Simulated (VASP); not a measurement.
# Mo (I4/mmm) in VASP: a series of runs

Runs on Mo. Level: r2SCAN. Tasks: single point.

Everything below comes from runs of VASP 6.6.1. Logs are shortened: lines on timing, memory, paths and dates and some standing lists are left out, and cuts for length are marked.

## 1. The cell of the first run

It takes space group I4/mmm (No. 139, tetragonal). The conventional cell has a = 2.850 Å, b = 2.850 Å, c = 3.829 Å, α = 90.00°, β = 90.00°, γ = 90.00°. Mo (site symmetry 4/mmm) has 12 Mo at 2.78 to 2.85 Å as nearest neighbours.

This isn't the form of Mo at room conditions, which is bcc.

## 2. Single point, r2SCAN (strain +0.000 along x and y, -0.050 along z, atoms carried along)

POSCAR

```
Mo
1.0
    0.0000000000      2.0150000000      1.9142500000
    2.0150000000      0.0000000000      1.9142500000
    2.0150000000      2.0150000000      0.0000000000
Mo
1
Direct
    0.0000000000      0.0000000000      0.0000000000
```

INCAR.step1

```
PREC     = Accurate       # precision mode
ENCUT    = 520            # plane-wave cutoff, eV
ISMEAR   = 0              # smearing method
SIGMA    = 0.15           # smearing width, eV
LREAL    = F              # projectors in reciprocal space
LASPH    = T              # aspherical terms in the spheres
NELM     = 100            # most SCF steps
NBANDS   = 13             # bands
GGA      = PE             # functional
ALGO     = Normal         # electronic algorithm
EDIFF    = 1E-4           # SCF threshold, eV
LWAVE    = T              # write WAVECAR
LCHARG   = F              # write CHGCAR
```

INCAR.step2

```
PREC     = Accurate       # precision mode
ENCUT    = 520            # plane-wave cutoff, eV
EDIFF    = 1E-6           # SCF threshold, eV
ISMEAR   = 0              # smearing method
SIGMA    = 0.15           # smearing width, eV
LREAL    = F              # projectors in reciprocal space
LASPH    = T              # aspherical terms in the spheres
NELM     = 100            # most SCF steps
ALGO     = Normal         # electronic algorithm
ISIF     = 2              # what is computed and relaxed
LWAVE    = F              # write WAVECAR
LCHARG   = F              # write CHGCAR
METAGGA  = R2SCAN         # meta-GGA
LMIXTAU  = T            
NBANDS   = 13             # bands
ISTART   = 1
```

KPOINTS

```
regular mesh
0
Gamma
  20 20 20
```

Potentials or basis: VASP PAW PBE potentials, release 64 (Mo_sv).

Run with:

```
cat potpaw_PBE.64/Mo_sv/POTCAR > POTCAR
cp INCAR.step1 INCAR
mpirun -np 1 vasp_std > vasp.out
cp INCAR.step2 INCAR
mpirun -np 1 vasp_std > vasp.out
```

OUTCAR:

```text
PREC = Accurate
   ENCUT = 520
   EDIFF = 1E-6
   ISMEAR = 0
   LREAL = F
   LASPH = T
   NELM = 100
   ISIF = 2
   METAGGA = R2SCAN
   ISTART = 1

 ion  position               nearest neighbor table
   1  0.000  0.000  0.000-

  LATTYP: Found a body centered tetragonal cell.
 ALAT       =     2.8496403282
 C/A-ratio  =     1.3435028843

  Lattice vectors:

 A1 = (   0.0000000000,  -2.0150000000,  -1.9142500000)
 A2 = (   0.0000000000,   2.0150000000,  -1.9142500000)
 A3 = (   2.0150000000,   0.0000000000,   1.9142500000)

Analysis of symmetry for initial positions (statically):
=====================================================================
 Subroutine PRICEL returns:
 Original cell was already a primitive cell.

 Routine SETGRP: Setting up the symmetry group for a
 body centered tetragonal supercell.

 Subroutine GETGRP returns: Found 16 space group operations
 (whereof 16 operations were pure point group operations)
 out of a pool of 16 trial point group operations.

The static configuration has the point symmetry D_4h.

Analysis of symmetry for dynamics (positions and initial velocities):
=====================================================================
 Subroutine PRICEL returns:
 Original cell was already a primitive cell.

 Routine SETGRP: Setting up the symmetry group for a
 body centered tetragonal supercell.

 Subroutine GETGRP returns: Found 16 space group operations
 (whereof 16 operations were pure point group operations)
 out of a pool of 16 trial point group operations.

The dynamic configuration has the point symmetry D_4h.

 Subroutine INISYM returns: Found 16 space group operations
 (whereof 16 operations are pure point group operations),
 and found     1 'primitive' translations

----------------------------------------------------------------------------------------

                                     Primitive cell

  volume of cell :      15.5446

  direct lattice vectors                    reciprocal lattice vectors
     0.000000000  2.015000000  1.914250000    -0.248138958  0.248138958  0.261198903
     2.015000000  0.000000000  1.914250000     0.248138958 -0.248138958  0.261198903
     2.015000000  2.015000000  0.000000000     0.248138958  0.248138958 -0.261198903

  length of vectors
     2.779312516  2.779312516  2.849640328     0.437459429  0.437459429  0.437459429

  position of ions in fractional coordinates (direct lattice)
     0.000000000  0.000000000  0.000000000

  ion indices of the primitive-cell ions
   primitive index   ion index
                 1           1

----------------------------------------------------------------------------------------

 KPOINTS: regular mesh

Automatic generation of k-mesh.
 Grid dimensions read from file:
 generate k-points for:   20   20   20

 Generating k-lattice:

  Cartesian coordinates                     Fractional coordinates (reciprocal lattice)
    -0.012406948  0.012406948  0.013059945     0.050000000  0.000000000  0.000000000
     0.012406948 -0.012406948  0.013059945     0.000000000  0.050000000  0.000000000
     0.012406948  0.012406948 -0.013059945    -0.000000000 -0.000000000  0.050000000

  Length of vectors
     0.021872971  0.021872971  0.021872971

  Shift w.r.t. Gamma in fractional coordinates (k-lattice)
     0.000000000  0.000000000  0.000000000

 Subroutine IBZKPT returns following result:
 ===========================================

 Found    641 irreducible k-points:

 Following reciprocal coordinates:
            Coordinates               Weight
  0.000000  0.000000  0.000000      1.000000
  0.050000  0.000000  0.000000      8.000000
  0.100000  0.000000  0.000000      8.000000
  0.150000  0.000000  0.000000      8.000000
  0.200000  0.000000  0.000000      8.000000
  0.250000  0.000000  0.000000      8.000000
[... 16 lines left out ...]
 -0.400000  0.050000  0.000000      8.000000
 -0.350000  0.050000  0.000000      8.000000
 [... further k-points ...]
   k-points           NKPTS =    641   k-points in BZ     NKDIM =    641   number of bands    NBANDS=     13
   number of dos      NEDOS =    301   number of ions     NIONS =      1
   total plane-waves  NPLWV =  13824
   dimension x,y,z NGX =    24 NGY =   24 NGZ =   24
   dimension x,y,z NGXF=    48 NGYF=   48 NGZF=   48
   ions per type =               1
   NGX,Y,Z   is equivalent  to a cutoff of  14.36, 14.36, 14.00 a.u.
   NGXF,Y,Z  is equivalent  to a cutoff of  28.71, 28.71, 28.00 a.u.
 SYSTEM =  unknown system
   PREC   = accura    normal or accurate (medium, high low for compatibility)
   ISTART =      1    job   : 0-new  1-cont  2-samecut
   ICHARG =      0    charge: 1-file 2-atom 10-const
   ISPIN  =      1    spin polarized calculation?
   LNONCOLLINEAR =      F non collinear calculations
   LSORBIT =      F    spin-orbit coupling
   LASPH  =      T    aspherical Exc in radial PAW
   ENCUT  =  520.0 eV  38.22 Ry    6.18 a.u.   5.17  5.17  5.30*2*pi/ulx,y,z
   NELM   =    100;   NELMIN=  2; NELMDL=  0     # of ELM steps
   EDIFF  = 0.1E-05   stopping-criterion for ELM
   LREAL  =      F    real-space projection
   EDIFFG = 0.1E-04   stopping-criterion for IOM
   NSW    =      0    number of steps for IOM
   IBRION =     -1    ionic relax: 0-MD 1-quasi-New 2-CG
   NFREE  =      0    steps in history (QN), initial steepest desc. (CG)
   ISIF   =      2    stress and relaxation
   ISYM   =      2    0-nonsym 1-usesym 2-fastsym
   POTIM  = 0.5000    time-step for ionic-motion
   TEBEG  =    0.0;   TEEND  =   0.0 temperature during run
   PSTRESS=    0.0 pullay stress
   NELECT =      14.0000    total number of electrons
   NUPDOWN=      -1.0000    fix difference up-down
   EMIN   =  10.00;   EMAX   =-10.00  energy-range for DOS
   EFERMI =   0.00;   METHOD = LEGACY
   ISMEAR =     0;   SIGMA  =   0.15  broadening in eV -4-tet -1-fermi 0-gaus
   EFERMI_NEDOS =   21; number of points for ismear=-14 and -15
   IALGO  =     38    algorithm
   IMIX   =      4    mixing-type and parameters
     AMIX     =   0.40;   BMIX     =  1.00
     AMIX_MAG =   1.60;   BMIX_MAG =  1.00
  volume/ion in A,a.u.               =      15.54       104.90
  Fermi-wavevector in a.u.,A,eV,Ry     =   1.580974  2.987607 34.007452  2.499477
  Thomas-Fermi vector in A             =   2.681120
   LORBIT       =      0    0 simple, 1 ext, 2 COOP (PROOUT), +10 PAW based schemes
   METAGGA = R2SCAN    functional components
   LHFCALC =     F    Hartree Fock is set to
   AEXX    =    0.0000 exact exchange contribution
   IVDW    =     0    specifies the selected vdW correction
   LEPSILON=     F    determine dielectric tensor
   LRPA    =     F    only Hartree local field effects (RPA)
 non-spin polarized calculation
 Gauss-broadening in eV      SIGMA  =   0.15
  energy-cutoff  :      520.00
  volume of cell :       15.54
 maximum number of plane-waves:       435
 NGX is ok and might be reduce to    24
   NGX = 11   NGY = 11   NGZ = 11

 number of electron      13.9999999 magnetization

 Free energy of the ion-electron system (eV)
  ---------------------------------------------------
  ext. energy  EPLUGINS =         0.00000000
  ---------------------------------------------------
  free energy    TOTEN  =       -25.61740218 eV

  energy without entropy =      -25.60359208  energy(sigma->0) =      -25.61049713

 E-fermi :  12.2783     XC(G=0): -14.6498

 val. band max:       12.2766361148   @ k =  -0.1500   0.1000   0.0500
 cond. band min:      12.2812494547   @ k =   0.4500   0.3000   0.0500
 fundamental gap:      0.0046133399
 Fermi energy:        12.2782921282

 k-point     1 :       0.0000    0.0000    0.0000
  band No.  band energies     occupation
      1     -50.4424      2.00000
      2     -22.9373      2.00000
      3     -22.9373      2.00000
      4     -22.9014      2.00000
      5       4.9827      2.00000
      6      11.1966      2.00000
      7      11.1966      2.00000
      8      11.8968      1.99968
      9      13.9644      0.00000
     10      14.8833      0.00000
     11      25.8576      0.00000
     12      31.0711      0.00000
     13      31.0712      0.00000

 k-point     2 :       0.0500    0.0000    0.0000
  band No.  band energies     occupation
      1     -50.4356      2.00000
      2     -22.9701      2.00000
      3     -22.9435      2.00000
      4     -22.9127      2.00000
      5       5.0945      2.00000
      6      11.1659      2.00000
      7      11.2467      2.00000
      8      11.8968      1.99968
      9      13.9318      0.00000
     10      14.8313      0.00000
     11      26.0760      0.00000
     12      30.8298      0.00000
     13      31.2662      0.00000

 k-point     3 :       0.1000    0.0000    0.0000
  band No.  band energies     occupation
      1     -50.4160      2.00000
      2     -23.0827      2.00000
      3     -22.9617      2.00000
      4     -22.9271      2.00000
      5       5.4169      2.00000
      6      11.0412      2.00000
      7      11.3776      2.00000
      8      11.9480      1.99816
      9      13.8623      0.00000
     10      14.6990      0.00000
     11      26.6809      0.00000
     12      30.0248      0.00000
     13      31.8370      0.00000
[... 305 lines left out ...]
 k-point    23 :      -0.4000    0.0500    0.0000
  band No.  band energies     occupation
      1     -50.1768      2.00000
      2     -24.3523      2.00000
      3     -23.1679      2.00000
      4     -23.0905      2.00000
      5       7.3357      2.00000
      6      11.0543      2.00000
      7      11.6068      2.00000
      8      12.9184      0.00000
      9      16.0975      0.00000
     10      16.5633      0.00000
     11      24.7074      0.00000
     12      26.6777      0.00000
     13      33.2036      0.00000

 k-point    24 :      -0.3500    0.0500    0.0000
  band No.  band energies     occupation
      1     -50.2056      2.00000
      2     -24.2066      2.00000
      3     -23.1380      2.00000
      4     -23.0815      2.00000
      5       7.3985      2.00000
      6      11.1950      2.00000
      7      11.7134      2.00000
      8      12.1433      1.79698
      9      15.4435      0.00000
     10      16.1593      0.00000
     11      25.1907      0.00000
     12      27.8626      0.00000
     13      34.0215      0.00000

 [... further k-points ...]

------------------------ aborting loop because EDIFF is reached ----------------------------------------

  FORCE on cell =-STRESS in cart. coord.  units (eV):
  Direction    XX          YY          ZZ          XY          YZ          ZX
  --------------------------------------------------------------------------------------
  -------------------------------------------------------------------------------------
  Total        1.0705297      1.0705297     -0.2641609      0.0000000      0.0000000     -0.0000000
  in kB      110.3393837    110.3393837    -27.2270408      0.0000000      0.0000000     -0.0000000
  external PRESSURE =      64.4839089 kB  Pullay stress =       0.0000000 kB

 VOLUME and BASIS-vectors are now :
 -----------------------------------------------------------------------------
  energy-cutoff  :      520.00
  volume of cell :       15.54
      direct lattice vectors                 reciprocal lattice vectors
     0.000000000  2.015000000  1.914250000    -0.248138958  0.248138958  0.261198903
     2.015000000  0.000000000  1.914250000     0.248138958 -0.248138958  0.261198903
     2.015000000  2.015000000  0.000000000     0.248138958  0.248138958 -0.261198903

 POSITION                                       TOTAL-FORCE (eV/Angst)
 -----------------------------------------------------------------------------------
      0.00000      0.00000      0.00000         0.000000      0.000000      0.000000
 -----------------------------------------------------------------------------------
    total drift:                               -0.000000     -0.000000     -0.000000

  FREE ENERGIE OF THE ION-ELECTRON SYSTEM (eV)
  ---------------------------------------------------
  free  energy   TOTEN  =       -25.6174021797 eV

  energy  without entropy=      -25.6035920813  energy(sigma->0) =      -25.61049713
```

Wall time 5.4 min (1 thread of AMD EPYC 9R45 (Zen 5), shared host); peak memory 0.21 GiB.

Results:

* Free energy: -25.6174 eV
* Pressure: 6.4 GPa
* Band gap on the k mesh: none (metal or under the smearing width)

Caveat: the PAW data sets were made with another functional, which shifts forces and pressure a little.

## 3. Single point, r2SCAN (strain -0.050 along x and y, +0.050 along z, atoms carried along)

POSCAR

```
Mo
1.0
    0.0000000000      1.9142500000      2.1157500000
    1.9142500000      0.0000000000      2.1157500000
    1.9142500000      1.9142500000      0.0000000000
Mo
1
Direct
    0.0000000000      0.0000000000      0.0000000000
```

INCAR.step1

```
PREC = Accurate
ENCUT = 520
ISMEAR = 0
SIGMA = 0.15
LREAL = False
LASPH = True
NELM = 100
NBANDS = 13
GGA = PE
ALGO = Normal
EDIFF = 1E-4
LWAVE = True
LCHARG = False
```

INCAR.step2

```
PREC = Accurate
ENCUT = 520
EDIFF = 1E-6
ISMEAR = 0
SIGMA = 0.15
LREAL = False
LASPH = True
NELM = 100
ALGO = Normal
ISIF = 2
LWAVE = False
LCHARG = False
METAGGA = R2SCAN
LMIXTAU = True
NBANDS = 13
ISTART = 1
```

KPOINTS

```
Automatic mesh
0
Gamma
  20 20 20
```

Potentials or basis: VASP PAW PBE potentials, release 64 (Mo_sv).

Run with:

```
cat potpaw_PBE.64/Mo_sv/POTCAR > POTCAR
cp INCAR.step1 INCAR
mpirun -np 1 vasp_std > vasp.out
cp INCAR.step2 INCAR
mpirun -np 1 vasp_std > vasp.out
```

It took 5.6 min on 1 thread of AMD EPYC 9R45 (Zen 5), shared host; peak memory 0.2 GiB.

Results (log left out):

```yaml
Free_energy: -25.6482 eV
Pressure: 7.7 GPa
Band_gap_on_the_k_mesh: none (metal or under the smearing width)
```

Stress tensor (GPa, compression positive):
```
 3.44  0.00  0.00
 0.00  3.44  0.00
 0.00  0.00 16.25
```

Levels at points of the mesh, in eV from the Fermi level:
| k point | band 3 | band 4 | band 5 | band 6 | band 7 | band 8 | band 9 | band 10 | band 11 | band 12 |
| --- | --- | --- | --- | --- | --- | --- | --- | --- | --- | --- |
| (0.00, 0.00, 0.00) | -35.30 | -35.30 | -7.42 | -1.92 | -0.44 | -0.44 | 0.95 | 2.97 | 13.58 | 17.09 |
| (0.50, 0.00, 0.00) | -35.68 | -35.39 | -5.25 | -1.83 | -0.37 | 1.46 | 3.89 | 4.48 | 12.06 | 13.08 |
| (0.50, 0.50, 0.00) | -35.69 | -35.69 | -5.54 | -4.87 | 2.77 | 4.43 | 4.72 | 4.72 | 13.70 | 14.34 |
| (0.50, 0.00, 0.50) | -36.11 | -35.86 | -5.63 | -4.93 | 4.01 | 4.04 | 4.88 | 5.50 | 11.86 | 13.70 |

Caveat: the PAW data sets were made with another functional, which shifts forces and pressure a little.
